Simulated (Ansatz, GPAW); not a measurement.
# Cu: 3 runs at one level of theory

```
Cu
1.0
     0.00000    1.80750    1.80750
     1.80750    0.00000    1.80750
     1.80750    1.80750    0.00000
Cu
1
Direct
  0.00000 0.00000 0.00000
```

Alike in all runs: task band structure; functional BLYP; k mesh 13 × 13 × 13; occupations fermi-dirac, width 0.05 eV; no spin polarisation; no spin-orbit coupling. Pressure is positive in compression and, in plane waves, holds the error of the finite cutoff, which Ansatz's Pulay term estimates and takes out.

```csv
program and potentials,plane-wave cutoff (eV),notes,pressure (GPa)
"Ansatz, Ansatz PAW",420,"potentials made for PBE, which Ansatz adapts in part; 19 valence electrons an atom on average; Pulay term of +0.07 GPa included",9.79
"GPAW, PAW data sets generated for this functional",600,11 valence electrons an atom on average,10.08
"Ansatz, all-electron LAPW, scalar-relativistic",-,-,9.74
```

The pressure spans 9.74 (Ansatz, all-electron LAPW, scalar-relativistic) to 10.08 GPa (GPAW, PAW data sets generated for this functional), with all-electron results at 9.74. Some sets were made for another functional than the one run, which can shift their rows.

The functional is the same throughout but for its coding, so the spread measures potentials, basis and numerics; runs on potential files found faulty are left out.
